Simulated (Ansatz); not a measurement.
Ta:

```
Ta
1.0
     2.90037    0.00000    0.00000
    -1.45019    2.51180    0.00000
     0.00000    0.00000    5.16627
Ta
2
Direct
  0.33333 0.66667 0.25000
  0.66667 0.33333 0.75000
```

This isn't the form of Ta at room conditions, which is bcc.

A run of Ansatz 0.2.0 on this cell left the log below. Logs are shortened: lines on timing, memory, paths and dates and some standing lists are left out, and cuts for length are marked.

```text
Warning: RAYON_NUM_THREADS=2 ignored (pool sized by the plan → 2); use --threads N
Engine: ansatz 0.2.0, x86_64-unknown-linux-gnu
Pseudopotentials: kind: paw
Pseudopotential: Ta, paw, valence charge 13, recommended cutoff 500 eV (meta_gga), Ta.paw.azcp
Functional definition: r2SCAN
  parameter k0 = 0.174
  parameter k1 = 0.065
  parameter a1 = 4.9479
  exchange = r2scan_x(k0 = k0, k1 = k1, a1 = a1)
  correlation = r2scan_c
Crystal: 2 atoms, lattice volume = 37.637 Å³
Basis set: ecut = 500 eV, 931 PW (Γ), exchange–correlation on 96×96×160 points (64 copies of the dense FFT grid, shifted against one another)
Bands: 17, of which v1, the nominal top of the filled ones, is band 13 counted from 1 (12 counted from 0)
Symmetry: 24 space group operations
Space group: P63/mmc (ITA 194), of the structure as read, at distance tolerance 3.4e-5 Å
k-points: 48 of 605
Non-local potential: Ta, projectors of the file, l = 0: 3, l = 1: 2, l = 2: 2, l = 3: 1
PAW form: soft (Blöchl's): semilocal exchange-correlation on the pseudo side does not see the compensation charge
PAW frozen core: Ta, regenerated for the run's functional (the file was generated under x = pbe(κ = 0.804, μ = 0.2195149727645171), c = pbe(β = 0.06672455060314922))
PAW one-centre angular grid: Ta, 590 points (default); XC on 160 Gauss nodes
Initial density: superposition of atomic densities (neutral atoms: chi_scale 0, normalization atom), corrected by the library's trained network
Initial wavefunctions: pseudopotential atomic-orbital guess
Functional: x = r2scan, c = r2scan; τ floored in thin density (d = 2e-4 eV/Å³)
SCF iter   1: F=—  HF=-19888.011192 eV  |F-HF|=—  |Δ(HF+E_count)|=         —  Δρ=8.40e-3  dr2=1.30e-2  dr2_τ=2.95e-2  ethr=1.77e-3  ⟨swp⟩=5.7  Hψ=3997  notcnv=0
preconditioner: auto → Kerker (q_TF=auto, 2.565 Å⁻¹)  [metal: Δε(μ)=0.011 eV  Ē_g=4.803 eV  σ=0.050 eV  W_gap=0.06  n_scr=10 (ndim 8)  ℏωp=19.1 eV  f_vac=0.000  D(μ)=2.33/eV (n_scr^D=22)]
SCF iter   2: F=—  HF=-19888.039406 eV  |F-HF|=—  |Δ(HF+E_count)|=   2.82e-2  Δρ=5.39e-3  dr2=5.43e-3  dr2_τ=5.36e-4  ethr=5.01e-5  ⟨swp⟩=2.0  Hψ=1631  notcnv=0
SCF iter   3: F=—  HF=-19888.040664 eV  |F-HF|=—  |Δ(HF+E_count)|=   1.26e-3  Δρ=6.79e-4  dr2=1.08e-4  dr2_τ=2.52e-5  ethr=2.09e-5  ⟨swp⟩=2.0  Hψ=1066  notcnv=0
SCF iter   4: F=—  HF=-19888.040696 eV  |F-HF|=—  |Δ(HF+E_count)|=   3.27e-5  Δρ=2.68e-4  dr2=1.99e-5  dr2_τ=1.26e-6  ethr=4.16e-7  ⟨swp⟩=2.6  Hψ=1352  notcnv=0
[... 63 lines left out ...]
Free energy (F): -19888.049114 eV
Harris-Foulkes:  -19888.049114 eV  (|F-HF|=1.82e-11)
Internal energy: -19888.030766 eV  (E = F + TS)
E sigma→0 (E₀):  -19888.039940 eV
Entropy (-TS):   -0.018348 eV (-9.174 meV/atom)
Fermi energy:    18.461589 eV
--- Per-component energies (eV) ---
  E_band       = -245.523417
  E_kinetic    = 733.224126
  E_local      = -1132.931172  (includes V_loc(G=0)·N_el)
  E_nonlocal   = 29.975948
  E_hartree    = 392.918540
  E_xc         = -408.338685
  E_vxc        = -443.491469  (∫ρ·V_xc dr)
  E_paw        = -16845.778445  (= ΣΔE_a)
  E_vpaw       = -240.578685  (= ΣTr[D̂ρ^β])
  E_aug_tail   = 0.000156  (compensation charges beyond the density's cutoff)
  E_vtau       = 22.440588  (kinetic-family band-sum trace: ∫τ·v_τ [+ j·A + Jᵃ·Aᵃ] dr)
  E_ewald      = -2655.588673
  E_core_change = -1.512561  (= ΣΔE_core)
  E_smearing   = -0.018348  (= −TS)
  E_closure    = -0.000000  (closes the sum)
  Σ components = -19888.049114   (vs F -19888.049114, Δ=0.00e0)
--- Forces (eV/Å), atoms counted from 1 ---
  atom   1  Ta     0.00000000     0.00000000     0.00000000
  atom   2  Ta     0.00000000    -0.00000000     0.00000000
  max |Σ_I F_I| component: 9.25e-18 eV/Å
--- Stress (GPa, compression-positive) ---
       -0.002222       0.000000       0.000000
        0.000000      -0.002222       0.000000
        0.000000       0.000000      -0.003979
  P = ⅓ Tr σ = -0.0028 GPa (-0.028 kbar)
--- Band table (eV; the first three rows and the last of 48) ---
  k-point 0: bands = ["-50.9389", "-50.8695", "-17.2904", "-16.3876", "-16.2486", "-16.2486", "-16.1617", "-16.1617", "9.7735", "13.2226", "17.7740", "18.0775", "19.1338", "19.1338", "19.7231", "19.7231", "21.7831"]
  k-point 1: bands = ["-50.9323", "-50.8762", "-17.2087", "-16.4788", "-16.2403", "-16.2403", "-16.1700", "-16.1700", "10.1343", "13.0246", "17.5868", "17.6054", "19.1004", "19.1004", "19.5858", "19.5858", "22.1155"]
  k-point 2: bands = ["-50.9150", "-50.8936", "-16.9908", "-16.7122", "-16.2187", "-16.2187", "-16.1919", "-16.1919", "11.0976", "12.2649", "17.0916", "17.2089", "19.1241", "19.1241", "19.3131", "19.3131", "22.8714"]
  k-point 47: bands = ["-50.7908", "-50.7886", "-17.1864", "-17.1611", "-16.9544", "-16.9009", "-16.5530", "-16.5287", "15.4095", "15.7758", "16.5677", "16.6255", "17.5754", "17.8104", "19.9157", "20.6688", "23.6756"]
--- Relaxed structure (5 steps of the walk, 4 accepted, 1 SCFs on fresh bases) ---
  F+E_penalty+E_count = -19888.04911354 eV   max|allowed force component| = 1.764e-17 eV/Å   (the final SCF, on the basis selected at the relaxed cell)
  cell:  # Å, volume = 36.9398 Å³
    - [2.878218301492258, 0.0, 0.0]
    - [-1.439109150746129, 2.4926101667295937, 0.0]
    - [0.0, 0.0, 5.148923811671876]
  atoms:
    - { symbol: Ta, position: [0.33333333333333326, 0.6666666666666665, 0.24999999999999994] }
    - { symbol: Ta, position: [0.6666666666666666, 0.33333333333333326, 0.75] }
```

**Question.** What input gives this log?

**Answer.** Relaxation of cell and atoms with r2SCAN, no spin polarisation. The files as run (others can give the same):

input.yaml
```yaml
crystal:
  lattice:
    - [2.9003720726, 0.0, 0.0]
    - [-1.4501860363, 2.5117958953, 0.0]
    - [0.0, 0.0, 5.166274]
  atoms:
    - { symbol: Ta, position: [0.3333333333, 0.6666666667, 0.25] }
    - { symbol: Ta, position: [0.6666666667, 0.3333333333, 0.75] }
hamiltonian:
  xc: r2scan
  pseudopotentials: { kind: paw }
kpoints:
  mp_grid: { grid: [11, 11, 5] }
scf:
  occupations: { method: fermi_dirac, width: 0.05 }
output:
  forces: true
  stress: true
  eigenvalues: true
relax:
  f_tol: 0.01
  max_steps: 40
  cell: { stress_tol: 0.05 }
```

Potentials or basis: Ansatz PAW.
Launch:
```sh
$ ansatz run input.yaml --threads 2 --pin off --max-ram 5632MiB --backend cpu --events-out ev --progress --plain --runs-dir out
```

Caveat: the plane-wave basis is chosen anew once the cell has moved, so the energies of steps on either side of that aren't comparable; the PAW data sets come from PBE, with cores solved anew for the run's functional, which leaves a small shift of forces and pressure.
